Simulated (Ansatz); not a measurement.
**Where W_Al puts its levels in the gap of AlN (P6_3mc)**

Charge states of W_Al in AlN (P6_3mc), set against the band edges. Model: a cell of 72 host atoms with 1 Al taken out and 1 W put in.

Program: Ansatz 0.2.0. Level of theory: place-levels on r2SCAN runs: charge-transition levels and formation energies with image-charge correction and potential alignment at the atomic sites; PAW set soft_1. Results are calculated unless marked as measured.

**1. The starting structure**

The cell holds 72 atoms: 35 Al, 36 N and 1 W. Cell: a = 9.320 Å, b = 9.320 Å, c = 9.956 Å, α = 90.0°, β = 90.0°, γ = 120.0°. It derives from AlN (space group P6_3mc). Nearest the centre at fractional (0.444, 0.556, 0.500): W34 at 0.00 Å, N11 at 1.89 Å, N43 at 1.89 Å, N35 at 1.89 Å, N40 at 1.90 Å, Al9 at 3.07 Å, Al13 at 3.07 Å, Al41 at 3.07 Å.

Structure file:

```xyz
72
Lattice="9.3196 0.0000 0.0000 -4.6598 8.0710 0.0000 0.0000 0.0000 9.9565" Properties=species:S:1:pos:R:3 pbc="T T T"
Al    1.5533    0.8968    2.4852
Al    0.0000    1.7936    4.9743
N     1.5533    0.8968    4.3848
N     0.0000    1.7936    1.8957
Al    1.5533    0.8968    7.4634
Al    0.0000    1.7936    9.9525
N     1.5533    0.8968    9.3631
N     0.0000    1.7936    6.8739
Al    0.0000    3.5871    2.4852
Al   -1.5533    4.4839    4.9743
N     0.0000    3.5871    4.3848
N    -1.5533    4.4839    1.8957
Al    0.0000    3.5871    7.4634
Al   -1.5533    4.4839    9.9525
N     0.0000    3.5871    9.3631
N    -1.5533    4.4839    6.8739
Al   -1.5533    6.2774    2.4852
Al   -3.1065    7.1742    4.9743
N    -1.5533    6.2774    4.3848
N    -3.1065    7.1742    1.8957
Al   -1.5533    6.2774    7.4634
Al   -3.1065    7.1742    9.9525
N    -1.5533    6.2774    9.3631
N    -3.1065    7.1742    6.8739
Al    4.6598    0.8968    2.4852
Al    3.1065    1.7936    4.9743
N     4.6598    0.8968    4.3848
N     3.1065    1.7936    1.8957
Al    4.6598    0.8968    7.4634
Al    3.1065    1.7936    9.9525
N     4.6598    0.8968    9.3631
N     3.1065    1.7936    6.8739
Al    3.1065    3.5871    2.4852
W     1.5533    4.4839    4.9743
N     3.1065    3.5871    4.3848
N     1.5533    4.4839    1.8957
Al    3.1065    3.5871    7.4634
Al    1.5533    4.4839    9.9525
N     3.1065    3.5871    9.3631
N     1.5533    4.4839    6.8739
Al    1.5533    6.2774    2.4852
Al    0.0000    7.1742    4.9743
N     1.5533    6.2774    4.3848
N     0.0000    7.1742    1.8957
Al    1.5533    6.2774    7.4634
Al    0.0000    7.1742    9.9525
N     1.5533    6.2774    9.3631
N     0.0000    7.1742    6.8739
Al    7.7663    0.8968    2.4852
Al    6.2130    1.7936    4.9743
N     7.7663    0.8968    4.3848
N     6.2130    1.7936    1.8957
Al    7.7663    0.8968    7.4634
Al    6.2130    1.7936    9.9525
N     7.7663    0.8968    9.3631
N     6.2130    1.7936    6.8739
Al    6.2130    3.5871    2.4852
Al    4.6598    4.4839    4.9743
N     6.2130    3.5871    4.3848
N     4.6598    4.4839    1.8957
Al    6.2130    3.5871    7.4634
Al    4.6598    4.4839    9.9525
N     6.2130    3.5871    9.3631
N     4.6598    4.4839    6.8739
Al    4.6598    6.2774    2.4852
Al    3.1065    7.1742    4.9743
N     4.6598    6.2774    4.3848
N     3.1065    7.1742    1.8957
Al    4.6598    6.2774    7.4634
Al    3.1065    7.1742    9.9525
N     4.6598    6.2774    9.3631
N     3.1065    7.1742    6.8739
```

Screening for the image-charge correction: ε∞ = (4.49, 4.49, 4.72), ε0 = (8.15, 8.15, 9.65), computed on the host (DFPT, PBEsol, on the r2SCAN cell), and a cell off the functional's own equilibrium shifts the ionic part.

The cell's shortest repeat is 9.3 Å.

**2. The runs of each charge state**

A transition level is the Fermi level at which two charge states cost the same, so each charge needs its own total energy, at its own relaxed structure.

Each atom starts 0.05 Å or so off its site in a random direction: a symmetric start keeps its symmetry, and would miss off-centre moves and Jahn–Teller distortions. Forces are taken at one point at (¼, ¼, ¼). The cell holds 1 electron more than the neutral one, with a uniform background that keeps it neutral on the whole.

The sampling was tested on the host first: at the k-points planned (1x1x1 shifted 0.25 0.25 0.25) its energy lies -0.014 eV an atom from the dense-mesh value, under the bound of 0.02 eV set for this test; that bounds the host's error, not the defect's.

One state's input; the others differ in charge, spin, start and seed, and in occupations where the table says so.

Input file qm1.relax/input.yaml:

```yaml
crystal:
  lattice:
    - [9.31956554, 9.0e-08, 0.0]
    - [-4.65978284, 8.07098046, 0.0]
    - [0.0, 0.0, 9.95647772]
  atoms:
    - { symbol: Al, position: [0.22222222, 0.11111111, 0.24960167] }
    - { symbol: Al, position: [0.11111111, 0.22222222, 0.49960167] }
    - { symbol: "N", position: [0.22222222, 0.11111111, 0.44039833] }
    - { symbol: "N", position: [0.11111111, 0.22222222, 0.19039833] }
    - { symbol: Al, position: [0.22222222, 0.11111111, 0.74960167] }
    - { symbol: Al, position: [0.11111111, 0.22222222, 0.99960167] }
    - { symbol: "N", position: [0.22222222, 0.11111111, 0.94039833] }
    - { symbol: "N", position: [0.11111111, 0.22222222, 0.69039833] }
    - { symbol: Al, position: [0.22222222, 0.44444444, 0.24960167] }
    - { symbol: Al, position: [0.11111111, 0.55555556, 0.49960167] }
    - { symbol: "N", position: [0.22222222, 0.44444444, 0.44039833] }
    - { symbol: "N", position: [0.11111111, 0.55555556, 0.19039833] }
    - { symbol: Al, position: [0.22222222, 0.44444444, 0.74960167] }
    - { symbol: Al, position: [0.11111111, 0.55555556, 0.99960167] }
    - { symbol: "N", position: [0.22222222, 0.44444444, 0.94039833] }
    - { symbol: "N", position: [0.11111111, 0.55555556, 0.69039833] }
    - { symbol: Al, position: [0.22222222, 0.77777778, 0.24960167] }
    - { symbol: Al, position: [0.11111111, 0.88888889, 0.49960167] }
    - { symbol: "N", position: [0.22222222, 0.77777778, 0.44039833] }
    - { symbol: "N", position: [0.11111111, 0.88888889, 0.19039833] }
    - { symbol: Al, position: [0.22222222, 0.77777778, 0.74960167] }
    - { symbol: Al, position: [0.11111111, 0.88888889, 0.99960167] }
    - { symbol: "N", position: [0.22222222, 0.77777778, 0.94039833] }
    - { symbol: "N", position: [0.11111111, 0.88888889, 0.69039833] }
    - { symbol: Al, position: [0.55555556, 0.11111111, 0.24960167] }
    - { symbol: Al, position: [0.44444444, 0.22222222, 0.49960167] }
    - { symbol: "N", position: [0.55555556, 0.11111111, 0.44039833] }
    - { symbol: "N", position: [0.44444444, 0.22222222, 0.19039833] }
    - { symbol: Al, position: [0.55555556, 0.11111111, 0.74960167] }
    - { symbol: Al, position: [0.44444444, 0.22222222, 0.99960167] }
    - { symbol: "N", position: [0.55555556, 0.11111111, 0.94039833] }
    - { symbol: "N", position: [0.44444444, 0.22222222, 0.69039833] }
    - { symbol: Al, position: [0.55555556, 0.44444444, 0.24960167] }
    - { symbol: W, position: [0.44444444, 0.55555556, 0.49960167] }
    - { symbol: "N", position: [0.55555556, 0.44444444, 0.44039833] }
    - { symbol: "N", position: [0.44444444, 0.55555556, 0.19039833] }
    - { symbol: Al, position: [0.55555556, 0.44444444, 0.74960167] }
    - { symbol: Al, position: [0.44444444, 0.55555556, 0.99960167] }
    - { symbol: "N", position: [0.55555556, 0.44444444, 0.94039833] }
    - { symbol: "N", position: [0.44444444, 0.55555556, 0.69039833] }
    - { symbol: Al, position: [0.55555556, 0.77777778, 0.24960167] }
    - { symbol: Al, position: [0.44444444, 0.88888889, 0.49960167] }
    - { symbol: "N", position: [0.55555556, 0.77777778, 0.44039833] }
    - { symbol: "N", position: [0.44444444, 0.88888889, 0.19039833] }
    - { symbol: Al, position: [0.55555556, 0.77777778, 0.74960167] }
    - { symbol: Al, position: [0.44444444, 0.88888889, 0.99960167] }
    - { symbol: "N", position: [0.55555556, 0.77777778, 0.94039833] }
    - { symbol: "N", position: [0.44444444, 0.88888889, 0.69039833] }
    - { symbol: Al, position: [0.88888889, 0.11111111, 0.24960167] }
    - { symbol: Al, position: [0.77777778, 0.22222222, 0.49960167] }
    - { symbol: "N", position: [0.88888889, 0.11111111, 0.44039833] }
    - { symbol: "N", position: [0.77777778, 0.22222222, 0.19039833] }
    - { symbol: Al, position: [0.88888889, 0.11111111, 0.74960167] }
    - { symbol: Al, position: [0.77777778, 0.22222222, 0.99960167] }
    - { symbol: "N", position: [0.88888889, 0.11111111, 0.94039833] }
    - { symbol: "N", position: [0.77777778, 0.22222222, 0.69039833] }
    - { symbol: Al, position: [0.88888889, 0.44444444, 0.24960167] }
    - { symbol: Al, position: [0.77777778, 0.55555556, 0.49960167] }
    - { symbol: "N", position: [0.88888889, 0.44444444, 0.44039833] }
    - { symbol: "N", position: [0.77777778, 0.55555556, 0.19039833] }
    - { symbol: Al, position: [0.88888889, 0.44444444, 0.74960167] }
    - { symbol: Al, position: [0.77777778, 0.55555556, 0.99960167] }
    - { symbol: "N", position: [0.88888889, 0.44444444, 0.94039833] }
    - { symbol: "N", position: [0.77777778, 0.55555556, 0.69039833] }
    - { symbol: Al, position: [0.88888889, 0.77777778, 0.24960167] }
    - { symbol: Al, position: [0.77777778, 0.88888889, 0.49960167] }
    - { symbol: "N", position: [0.88888889, 0.77777778, 0.44039833] }
    - { symbol: "N", position: [0.77777778, 0.88888889, 0.19039833] }
    - { symbol: Al, position: [0.88888889, 0.77777778, 0.74960167] }
    - { symbol: Al, position: [0.77777778, 0.88888889, 0.99960167] }
    - { symbol: "N", position: [0.88888889, 0.77777778, 0.94039833] }
    - { symbol: "N", position: [0.77777778, 0.88888889, 0.69039833] }
  host:
    repeats: [3, 3, 2]
    atoms:
      - { symbol: Al, position: [0.66666667, 0.33333333, 0.49920333] }
      - { symbol: Al, position: [0.33333333, 0.66666667, 0.99920333] }
      - { symbol: "N", position: [0.66666667, 0.33333333, 0.88079667] }
      - { symbol: "N", position: [0.33333333, 0.66666667, 0.38079667] }
total_charge: -1
basis:
  ecutwfc: 500
  xc_grid: 2
hamiltonian:
  xc: r2scan
  pseudopotentials: { kind: paw, azcp: { folder: soft_1 } }
kpoints:
  mp_grid: { grid: [1, 1, 1], shift: [0.25, 0.25, 0.25] }
scf:
  occupations: { method: fixed }
  max_iter: 60
output:
  forces: true
  charged_corrections:
    epsilon: [4.49, 4.49, 4.72]
    static_epsilon: [8.15, 8.15, 9.65]
    defect_position: [0.444444, 0.555556, 0.499602]
relax:
  f_tol: 0.02
  max_steps: 80
  random_displacement: { amplitude: 0.05, seed: 3306 }
checkpoint:
  write: "../qm1.relax.run"
  compress: false
  write_wavefunctions: true
  write_every: 100000
```

Command:

```bash
$ ansatz run input.yaml --threads 8 --pin off --max-ram 15073MiB --backend cpu --events-out ev --progress --plain --runs-dir out
```

The relaxed structure is kept and the sampling changed to a 2×2×2 shifted mesh.

The run of this state that the levels use, under r2SCAN:

Input file qm1.point/input.yaml:

```yaml
crystal:
  checkpoint: "../qm1.relax.run"
  host: checkpoint
total_charge: -1
basis:
  ecutwfc: 500
  xc_grid: 2
hamiltonian:
  xc: r2scan
  pseudopotentials: { kind: paw, azcp: { folder: soft_1 } }
kpoints:
  mp_grid: { grid: [2, 2, 2], shift: [0.5, 0.5, 0.5] }
scf:
  occupations: { method: fermi_dirac, width: 0.01 }
  max_iter: 60
output:
  forces: true
  eigenvalues: true
  charged_corrections:
    epsilon: [4.49, 4.49, 4.72]
    static_epsilon: [8.15, 8.15, 9.65]
    defect_position: [0.444444, 0.555556, 0.499602]
  eigenstates: { localisation: true }
  populations: true
  band_densities: [{ bands: [v1, v1] }, { bands: [c1, c1] }]
  write_density: true
  write_potential: true
  volumetric_format: npy
checkpoint:
  read: "../qm1.relax.run"
  write: "../qm1.point.run"
  compress: false
  write_wavefunctions: false
  write_every: 100000
```

Relaxations under r2SCAN at one point at (¼, ¼, ¼); times on 8 threads of Arm Neoverse V1, shared host:

```
charge  moment (μB)  occupations    outcome  steps  largest displacement against the far atoms (Å)     time
    −1            0        fixed  converged     19                                            0.42  2.4 min
    −1            4        fixed  converged      9                                            0.32  2.5 min
    −1            2        fixed  converged      8                                            0.31  2.3 min
     0            1        fixed  converged     16                                            0.38  4.7 min
     0            3        fixed  converged      7                                            0.20  2.1 min
    +1            0        fixed  converged      7                                            0.31     66 s
    +1            2        fixed  converged      7                                            0.17  1.9 min
    +2            1        fixed  converged      7                                            0.11  2.6 min
```

Single points under r2SCAN at a 2×2×2 shifted mesh; times on 8 threads of Arm Neoverse V1, shared host:

```
charge  moment (μB)  occupations    outcome     time
    −1            0  fermi-dirac  converged     46 s
    −1            4  fermi-dirac  converged  1.8 min
    −1            2  fermi-dirac  converged  1.8 min
     0            1  fermi-dirac  converged  2.1 min
     0            3  fermi-dirac  converged  1.8 min
    +1            0  fermi-dirac  converged     43 s
    +1            2  fermi-dirac  converged  1.9 min
    +2            1  fermi-dirac  converged  2.3 min
```

Distances (Å) from W34 to the nearest atoms after relaxation with r2SCAN:

```
charge  moment (μB)      1.      2.      3.      4.       5.       6.
    −1            0  N 1.90  N 2.07  N 2.08  N 2.34  Al 2.77  Al 2.80
    −1            4  N 2.02  N 2.08  N 2.15  N 2.17  Al 2.88  Al 2.90
    −1            2  N 1.98  N 2.08  N 2.16  N 2.18  Al 2.87  Al 2.90
     0            1  N 1.98  N 1.99  N 2.05  N 2.23   N 2.62  Al 2.82
     0            3  N 1.99  N 2.00  N 2.03  N 2.17  Al 2.91  Al 2.91
    +1            0  N 1.89  N 1.92  N 2.05  N 2.12   N 2.71  Al 2.90
    +1            2  N 1.97  N 1.97  N 1.97  N 2.07   N 2.82  Al 3.00
    +2            1  N 1.89  N 1.93  N 1.93  N 1.97   N 2.92  Al 3.06
```

[end of part 1 of 2]

[Logs are printed without paths, hosts, clocks, repeated set-up lines and the standing remarks that a program may print on its own settings, such as how far it seeks lower states.]

[Hosts, paths, dates, database ids (printed as entryN), source tags and the programs' standing remarks are cut or masked in the printed files.]

[Where a table of states has a column of steps, it counts the stored structures, which are thinned; the runs took as many ionic steps or more.]

[A defect's name tells the site on which it was built; relaxed atoms can leave that site.]

[For some hosts the program warned that the k-mesh of the response run may be too coarse for force constants and the static dielectric constant; such warnings are not shown here.]
